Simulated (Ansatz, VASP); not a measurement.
**Two plane-wave programs on BAs**

The input POSCAR:

```
BAs
1.0
    0.0000000000      2.4353452264      2.4353452264
    2.4353452264      0.0000000000      2.4353452264
    2.4353452264      2.4353452264      0.0000000000
As B
1 1
Direct
    0.7500000000      0.7500000000      0.7500000000
    0.0000000000      0.0000000000      0.0000000000
```

File INCAR.step1:

```
ALGO = Normal ; EDIFF = 1E-5
ENCUT = 520 ; GGA = PE
ISIF = 2 ; ISMEAR = -1
LASPH = True ; LREAL = False
LWAVE = True ; NBANDS = 11
NELM = 100 ; PREC = Accurate
SIGMA = 0.05
```

Contents of INCAR.step2:

```
AEXX = 0.1 ; ALGO = Normal
EDIFF = 1E-6 ; ENCUT = 520
HFRCUT = -1 ; ISIF = 2
ISMEAR = -1 ; ISTART = 1
LASPH = True ; LCHARG = True
LELF = True ; LHFCALC = True
LMIXTAU = True ; LREAL = False
LVHAR = True ; LWAVE = False
METAGGA = R2SCAN ; NBANDS = 11
NELM = 100 ; PREC = Accurate
PRECFOCK = Normal ; SIGMA = 0.05
```

The input KPOINTS:

```
k-points
0
Gamma
  5 5 5
```

Contents of input.yaml:

```yaml
crystal:
  lattice:
    - [0.0, 2.4353452264, 2.4353452264]
    - [2.4353452264, 0.0, 2.4353452264]
    - [2.4353452264, 2.4353452264, 0.0]
  atoms:
    - { symbol: As, position: [0.75, 0.75, 0.75] }
    - { symbol: B, position: [0.0, 0.0, 0.0] }
hamiltonian:
  xc: r2scanh
  pseudopotentials: { kind: paw }
kpoints:
  mp_grid: { grid: [5, 5, 5] }
scf:
  occupations: { method: fermi_dirac, width: 0.05 }
output:
  forces: true
  stress: true
  eigenvalues: true
```

Alike in both runs: task single point; functional r2SCANh; k mesh 5 × 5 × 5; occupations fermi-dirac, width 0.05 eV; no spin polarisation.

```csv
,VASP,Ansatz
version,VASP 6.6.1,Ansatz 0.2.0
potentials or method,"VASP PAW PBE potentials, release 64 (As, B)",Ansatz PAW
plane-wave cutoff (eV),520,500
valence electrons in the cell,8,18
```

Ansatz gave:

| Quantity | Value |
| --- | --- |
| gap on the k mesh at the Fermi level (eV) | 1.91 |
| least direct gap on the mesh (eV) | 3.93 |
| pressure (GPa) | -7.6 |

Estimate VASP's values.

gap on the k mesh at the Fermi level (eV): 1.92; least direct gap on the mesh (eV): 3.94; pressure (GPa): -7.7.

The two sets of potentials don't hold the same shells in valence.

Caveats: the k mesh is coarse (spacing up to 0.45 Å⁻¹), so the values aren't converged, least of all with exact exchange; the PAW data sets were made with another functional, which shifts forces and pressure a little (VASP); an odd mesh through Γ misses points on the zone boundary, where band edges often lie (VASP); odd divisions of the mesh miss points on the zone boundary, where band edges often lie, so the gap on the mesh can be too wide (Ansatz); the PAW data sets come from PBE, with cores solved anew for the run's functional, which leaves a small shift of forces and pressure (Ansatz); the thresholds are loose for stress (Ansatz).
